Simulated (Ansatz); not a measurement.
**TiC: band structure with BLYP**

TiC:

```
Ti C
1.0
     0.00000    2.16572    2.16572
     2.16572    0.00000    2.16572
     2.16572    2.16572    0.00000
Ti C
1 1
Cartesian
  0.0000 0.0000 0.0000
  2.1657 2.1657 2.1657
```

The cell is a database's computed one.

```
Program             : Ansatz 0.2.0
Task                : band structure
Functional          : BLYP
Potentials or basis : all-electron LAPW, scalar-relativistic
Cutoff              : 312 eV (chosen from the basis error)
Basis error allowed : 0.001 eV/atom
k mesh              : 11 × 11 × 11
Occupations         : fermi-dirac, width 0.05 eV
Spin                : no spin polarisation
```

| Quantity | Value |
| --- | --- |
| Pressure | 8.4 GPa |
| Band gap along the path | none (metal or under the smearing width) |

Levels at the corners of the path, in eV from the Fermi level:
```tsv
point	band 8	band 9	band 10	band 11	band 12	band 13	band 14	band 15	band 16
Γ	-32.72	-12.33	0.63	0.63	0.63	1.55	1.55	1.55	1.58
X	-32.88	-10.17	-3.33	-1.56	-0.09	-0.09	2.54	3.35	3.35
W	-32.89	-9.58	-3.07	-3.07	-2.76	2.68	2.68	3.36	4.92
K	-32.84	-9.65	-3.41	-3.26	-1.81	1.40	2.99	3.66	5.27
Γ	-32.72	-12.33	0.63	0.63	0.63	1.55	1.55	1.55	1.58
L	-32.76	-8.94	-5.74	-2.98	-2.98	2.77	2.77	3.95	7.93
U	-32.84	-9.65	-3.41	-3.26	-1.81	1.40	2.99	3.66	5.27
W	-32.89	-9.58	-3.07	-3.07	-2.76	2.68	2.68	3.36	4.92
```

Wall time 5.3 s on 1 thread of AMD EPYC 9R14 (Zen 4) (shared host), peak memory 0.34 GiB.
